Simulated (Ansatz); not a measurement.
The system is Sb.

```
CELL_PARAMETERS angstrom
0.00000 2.37124 2.37124
2.37124 0.00000 2.37124
2.37124 2.37124 0.00000
ATOMIC_POSITIONS crystal
Sb 0.00000 0.00000 0.00000
```

This isn't the form of Sb at room conditions, which is rhombohedral.

Below is the output of Ansatz 0.2.0 for this cell. Logs are shortened: lines on timing, memory, paths and dates and some standing lists are left out, and cuts for length are marked.

```text
Warning: RAYON_NUM_THREADS=2 ignored (pool sized by the plan → 2); use --threads N
scf.n_extra_bands = 6 over 15 filled bands (N_el = 15.0): the run solves 21 bands
Engine: ansatz 0.2.0, x86_64-unknown-linux-gnu
Pseudopotentials: kind: paw_fr
Pseudopotential: Sb, paw_fr, valence charge 15, recommended cutoff 500 eV (meta_gga), Sb.paw.azcp#standard-fr
Functional definition: r2SCAN
  parameter k0 = 0.174
  parameter k1 = 0.065
  parameter a1 = 4.9479
  exchange = r2scan_x(k0 = k0, k1 = k1, a1 = a1)
  correlation = r2scan_c
non-collinear run that drives no moment, with spin-orbit: no starting moment large enough to seed its density (crystal.atoms[].spin), no starting occupations that ask for one, no magnetisation constraint and no magnetic field, so the semilocal B_xc is pinned to zero
Crystal: 1 atoms, lattice volume = 26.666 Å³
Basis set: ecut = 500 eV, 645 PW (Γ), exchange–correlation on 100×100×100 points (64 copies of the dense FFT grid, shifted against one another)
Bands: 21, of which v1, the nominal top of the filled ones, is band 15 counted from 1 (14 counted from 0)
Symmetry: 48 space group operations + 48 with time reversal
Magnetic group: BNS 225.117 (UNI 1619), of the structure as read, at distance tolerance 3.0e-5 Å
k-points: 20 of 343
Projection manifold: j_resolved (fully-relativistic pseudo-atomic orbitals)
Non-local potential: Sb, projectors of the file, l = 0: 2, l = 1: 4, l = 2: 4, l = 3: 4
PAW form: soft (Blöchl's): semilocal exchange-correlation on the pseudo side does not see the compensation charge
PAW frozen core: Sb, regenerated for the run's functional (the file was generated under x = pbe(κ = 0.804, μ = 0.2195149727645171), c = pbe(β = 0.06672455060314922))
PAW one-centre angular grid: Sb, 590 points (default); XC on 224 Gauss nodes
Initial density: superposition of atomic densities (chi_scale 0.1, normalization cell)
Initial wavefunctions: pseudopotential atomic-orbital guess
Functional: x = r2scan, c = r2scan; τ floored in thin density (d = 2e-4 eV/Å³)
iter 1 solved again at ethr=1.64e-4 eV; its pass at ethr=3.10e-3 eV (dr2=2.46e-2 eV) is discarded
SCF iter   1: F=—  HF=-6487.835898 eV  |F-HF|=—  |Δ(HF+E_count)|=         —  Δρ=1.01e-2  dr2=2.73e-2  dr2_τ=5.39e-5  dr2_m=0.00e0 (ungated)  ethr=1.64e-4  |M|=0.00e0 ∫|m|=0.00e0 μB  |m|>n=0.0e0 m-floor=0.0e0 τ_xc=0.0e0  β_m=0.30  ⟨swp⟩=1.6  Hψ=3727  notcnv=0
preconditioner: auto → none  [metal: Δε(μ)=0.022 eV  Ē_g=11.003 eV  σ=0.050 eV  W_gap=0.11  n_scr=8 (ndim 8)  ℏωp=16.1 eV  f_vac=0.000  D(μ)=2.33/eV (n_scr^D=26)  sad-step TF]
[... 5 lines left out ...]
SCF 1 converged in 6 iterations: F = -6487.840979 eV  dr2 = 4.17e-8
  greatest PAW one-centre occupation: 0.993 electrons in one spin orbital (limit 2), on the Sb atom at site 0 (counted from 0), in its partial waves of l = 2
NSCF: frozen V_eff on 142 k-points
SCF converged after 6 iterations
Magnetization: |M| = 0.0000 μB,  M = (+0.0000, +0.0000, +0.0000) μB
Absolute magnetization: 0.0000 μB (∫|m|)
  site 0: m = (+0.0000, +0.0000, +0.0000) μB, |m| = 0.0000 μB  (R = 1.38 Å)
Free energy (F): -6487.840979 eV
Harris-Foulkes:  -6487.840978 eV  (|F-HF|=9.44e-8)
Internal energy: -6487.823410 eV  (E = F + TS)
E sigma→0 (E₀):  -6487.832194 eV
Entropy (-TS):   -0.017568 eV (-17.568 meV/atom)
Fermi energy:    11.508719 eV
--- Per-component energies (eV) ---
  E_band       = -152.744720
  E_kinetic    = 205.877923
  E_local      = -1425.777867  (includes V_loc(G=0)·N_el)
  E_nonlocal   = 362.723408
  E_hartree    = 652.719615
  E_xc         = -127.299732
  E_vxc        = -102.904328  (∫ρ·V_xc dr)
  E_paw        = -4590.466122  (= ΣΔE_a)
  E_vpaw       = -505.189295  (= ΣTr[D̂ρ^β])
  E_aug_tail   = -0.000001  (compensation charges beyond the density's cutoff)
  E_vtau       = 7.086261  (kinetic-family band-sum trace: ∫τ·v_τ [+ j·A + Jᵃ·Aᵃ] dr)
  E_ewald      = -1566.118529
  E_core_change = 0.517894  (= ΣΔE_core)
  E_smearing   = -0.017568  (= −TS)
  E_closure    = -0.000000  (closes the sum)
  Σ components = -6487.840979   (vs F -6487.840979, Δ=0.00e0)
--- Forces (eV/Å), atoms counted from 1 ---
  atom   1  Sb     0.00000000    -0.00000000     0.00000000
  max |Σ_I F_I| component: 6.34e-24 eV/Å
--- Stress (GPa, compression-positive) ---
        0.620636       0.000000      -0.000000
       -0.000000       0.620636      -0.000000
        0.000000       0.000000       0.620636
  P = ⅓ Tr σ = 0.6206 GPa (6.206 kbar)
--- Band table (eV; the first three rows and the last of 20) ---
  k-point 0: bands = ["-19.1302", "-19.1302", "-19.1302", "-19.1302", "-17.9092", "-17.9092", "-17.8815", "-17.8815", "-17.8815", "-17.8815", "-1.8754", "-1.8754", "16.6346", "16.6346", "17.8775", "17.8775", "17.8775", "17.8775", "22.6957", "22.6957", "22.7388"]
  k-point 1: bands = ["-19.1288", "-19.1288", "-19.1234", "-19.1234", "-17.9020", "-17.9020", "-17.8839", "-17.8839", "-17.8728", "-17.8728", "-1.4435", "-1.4435", "14.2701", "14.2701", "16.6497", "16.6497", "17.3390", "17.3390", "21.1807", "21.1807", "23.5854"]
  k-point 2: bands = ["-19.1259", "-19.1259", "-19.1085", "-19.1085", "-17.8975", "-17.8975", "-17.8777", "-17.8777", "-17.8529", "-17.8529", "-0.1709", "-0.1709", "9.8636", "9.8636", "15.8071", "15.8071", "16.5162", "16.5162", "20.7338", "20.7338", "22.8293"]
  k-point 19: bands = ["-19.1088", "-19.1088", "-19.0970", "-19.0970", "-17.8854", "-17.8854", "-17.8583", "-17.8583", "-17.8355", "-17.8355", "4.0089", "4.0089", "7.9131", "7.9131", "8.4213", "8.4213", "11.4163", "11.4163", "20.0766", "20.0766", "23.7101"]
```

What input gives this log?

Band structure with r2SCAN, spin-orbit coupling, no magnetisation. The files as run (others can give the same):

input.yaml
```yaml
crystal:
  lattice:
    - [0.0, 2.3712425216, 2.3712425216]
    - [2.3712425216, 0.0, 2.3712425216]
    - [2.3712425216, 2.3712425216, 0.0]
  atoms:
    - { symbol: Sb, position: [0.0, 0.0, 0.0] }
hamiltonian:
  xc: r2scan
  pseudopotentials: { kind: paw_fr }
magnetization:
  noncollinear: true
  spin_orbit: true
kpoints:
  mp_grid: { grid: [7, 7, 7] }
  band_path:
    path:
      - [[0.0, 0.0, 0.0], [0.5, 0.0, 0.5], [0.5, 0.25, 0.75], [0.375, 0.375, 0.75], [0.0, 0.0, 0.0], [0.5, 0.5, 0.5], [0.625, 0.25, 0.625], [0.5, 0.25, 0.75], [0.5, 0.5, 0.5], [0.375, 0.375, 0.75]]
      - [[0.625, 0.25, 0.625], [0.5, 0.0, 0.5]]
    npoints: 14
scf:
  occupations: { method: fermi_dirac, width: 0.05 }
  n_extra_bands: 6
output:
  forces: true
  stress: true
  eigenvalues: true
  fatbands: true
```

Potentials or basis: Ansatz PAW.
The run is started by
```sh
$ ansatz run input.yaml --threads 2 --pin off --max-ram 5632MiB --backend cpu --events-out ev --progress --plain --runs-dir out
```

Caveat: the PAW data sets come from PBE, with cores solved anew for the run's functional, which leaves a small shift of forces and pressure.
